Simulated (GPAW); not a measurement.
Runs of GPAW 26.7.0 on Si. Symmetry: Fd-3m, No. 227, cubic system. The conventional cell has a = 5.444 Å, b = 5.444 Å, c = 5.444 Å, α = 90.00°, β = 90.00°, γ = 90.00°. Si (site symmetry -43m) has 4 Si at 2.36 Å as nearest neighbours. 

| task | level | potentials or basis | cutoff (eV) | eigensolver | band path | band points | grid spacing | gap on the mesh (eV) | pressure (GPa) |
| --- | --- | --- | --- | --- | --- | --- | --- | --- | --- |
| band structure | OLYP | PAW data sets generated in the run's folder for this functional, pw | 600 | davidson | GXWKGLUWLK,UX | 100 | - | 0.82 | 1.8 |
| band structure | SCAN | GPAW PAW data sets (gpaw-data 1.2.1), pw | 600 | - | GXWKGLUWLK,UX | 60 | - | 0.87 | -0.5 |
| band structure | rSCAN | GPAW PAW data sets (gpaw-data 1.2.1), pw | 600 | - | GXWKGLUWLK,UX | 100 | - | (a) | -0.1 |
| band structure | PBE | GPAW PAW data sets (gpaw-data 1.2.1), lcao:dzp | - | - | GXWKGLUWLK,UX | 80 | 0.16 Å | (b) | - |

Alike in all rows: no spin polarisation; cell as given; k mesh 8 × 8 × 8; smearing fermi-dirac 0.05 eV.

Problem. Estimate the missing entries.

Solution. (a) 0.81; (b) 0.69.

Caveats: the PAW data sets were made with another functional, which shifts forces and pressure a little (some runs); the basis of atomic orbitals isn't converged, which shifts pressures, moduli and gaps (some runs).

A k mesh can miss the band edges.
